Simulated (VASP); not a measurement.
# Pb: equation of state in the RPA

Pb, Fm-3m (no. 225), 1 atom in the cell. PBE, RPA total energies; PAW potentials Pb_d_GW (PBE set).

k mesh of the exchange step: 6 × 6 × 6; Volumes (share of the given one): 0.92, 0.96, 1, 1.04, 1.08.

## Input

INCAR.step1:
```
SYSTEM = Pb
  ALGO = Normal
  EDIFF = 1E-8
  ENCUT = 250
  GGA = PE
  ISMEAR = 0
  KPAR = 8
  LASPH = .TRUE.
  LCHARG = .FALSE.
  LREAL = .FALSE.
  LWAVE = .TRUE.
  PREC = Accurate
  SIGMA = 0.1
```

INCAR.step2, as INCAR.step1 but for:
```
- ALGO = Normal
- LWAVE = .TRUE.
+ AEXX = 1.0
+ AGGAC = 0.0
+ ALDAC = 0.0
+ ALGO = Eigenval
+ LHFCALC = .TRUE.
+ LWAVE = .FALSE.
+ NELM = 1
+ PRECFOCK = Fast
```

INCAR.step3:
```
SYSTEM = Pb
  ALGO = ACFDT
  EDIFF = 1E-8
  ENCUT = 250
  ESF_SPLINES = .TRUE.
  GGA = PE
  ISMEAR = 0
  LASPH = .TRUE.
  LCHARG = .FALSE.
  LREAL = .FALSE.
  LWAVE = .FALSE.
  NOMEGA = 16
  PREC = Accurate
  PRECFOCK = Fast
  SIGMA = 0.1
```

KPOINTS:
```
k-points
0
Gamma
  6 6 6
```

POSCAR.step1:
```
Pb
1.0
    0.0000000000      2.4071767967      2.4071767967
    2.4071767967      0.0000000000      2.4071767967
    2.4071767967      2.4071767967      0.0000000000
Pb
1
Direct
    0.0000000000      0.0000000000      0.0000000000
```

POSCAR.step4:
```
Pb
1.0
    0.0000000000      2.4415696833      2.4415696833
    2.4415696833      0.0000000000      2.4415696833
    2.4415696833      2.4415696833      0.0000000000
Pb
1
Direct
    0.0000000000      0.0000000000      0.0000000000
```

POSCAR.step7:
```
Pb
1.0
    0.0000000000      2.4750200000      2.4750200000
    2.4750200000      0.0000000000      2.4750200000
    2.4750200000      2.4750200000      0.0000000000
Pb
1
Direct
    0.0000000000      0.0000000000      0.0000000000
```

POSCAR.step10:
```
Pb
1.0
    0.0000000000      2.5075897876      2.5075897876
    2.5075897876      0.0000000000      2.5075897876
    2.5075897876      2.5075897876      0.0000000000
Pb
1
Direct
    0.0000000000      0.0000000000      0.0000000000
```

POSCAR.step13:
```
Pb
1.0
    0.0000000000      2.5393348005      2.5393348005
    2.5393348005      0.0000000000      2.5393348005
    2.5393348005      2.5393348005      0.0000000000
Pb
1
Direct
    0.0000000000      0.0000000000      0.0000000000
```

Commands (each step's output is kept before the next begins):
```
cat potpaw_PBE.64/Pb_d_GW/POTCAR > POTCAR
cp INCAR.step1 INCAR
cp POSCAR.step1 POSCAR
mpirun -np 8 vasp_std > vasp.out
cp INCAR.step2 INCAR
mpirun -np 8 vasp_std > vasp.out
rm WAVECAR CHG
cp INCAR.step3 INCAR
mpirun -np 8 vasp_std > vasp.out
rm WAVECAR CHG
cp INCAR.step1 INCAR
cp POSCAR.step4 POSCAR
mpirun -np 8 vasp_std > vasp.out
cp INCAR.step2 INCAR
mpirun -np 8 vasp_std > vasp.out
rm WAVECAR CHG
cp INCAR.step3 INCAR
mpirun -np 8 vasp_std > vasp.out
rm WAVECAR CHG
cp INCAR.step1 INCAR
cp POSCAR.step7 POSCAR
mpirun -np 8 vasp_std > vasp.out
cp INCAR.step2 INCAR
mpirun -np 8 vasp_std > vasp.out
rm WAVECAR CHG
cp INCAR.step3 INCAR
mpirun -np 8 vasp_std > vasp.out
rm WAVECAR CHG
cp INCAR.step1 INCAR
cp POSCAR.step10 POSCAR
mpirun -np 8 vasp_std > vasp.out
cp INCAR.step2 INCAR
mpirun -np 8 vasp_std > vasp.out
rm WAVECAR CHG
cp INCAR.step3 INCAR
mpirun -np 8 vasp_std > vasp.out
rm WAVECAR CHG
cp INCAR.step1 INCAR
cp POSCAR.step13 POSCAR
mpirun -np 8 vasp_std > vasp.out
cp INCAR.step2 INCAR
mpirun -np 8 vasp_std > vasp.out
rm WAVECAR CHG
cp INCAR.step3 INCAR
mpirun -np 8 vasp_std > vasp.out
```

## Result

- RPA volume at rest (Å³/atom): 30.39
- RPA bulk modulus (GPa): 56
- PBE volume at rest (Å³/atom): 32.35
- PBE bulk modulus (GPa): 51
- Exact exchange without correlation: volume at rest (Å³/atom): 31.34
- Exact exchange without correlation: bulk modulus (GPa): 105

Energy against volume (meV/atom, each curve from its lowest point):

| Volume (Å³/atom) | PBE | Exact exchange, no correlation | RPA total |
|---|---|---|---|
| 27.9 | 108.5 | 144.2 | 22.1 |
| 29.11 | 55.1 | 57.2 | 5.1 |
| 30.32 | 21 | 10.4 | 0 |
| 31.54 | 2 | 0 | 5.1 |
| 32.75 | 0 | 18.7 | 36.3 |

Limits: The RPA points scatter by 1.1 meV/atom about the fit, so its volume and modulus are rough.

VASP 6.6.1 took 1193 s on 8 cores (Intel Xeon Platinum 8488C (Sapphire Rapids)), a shared host.
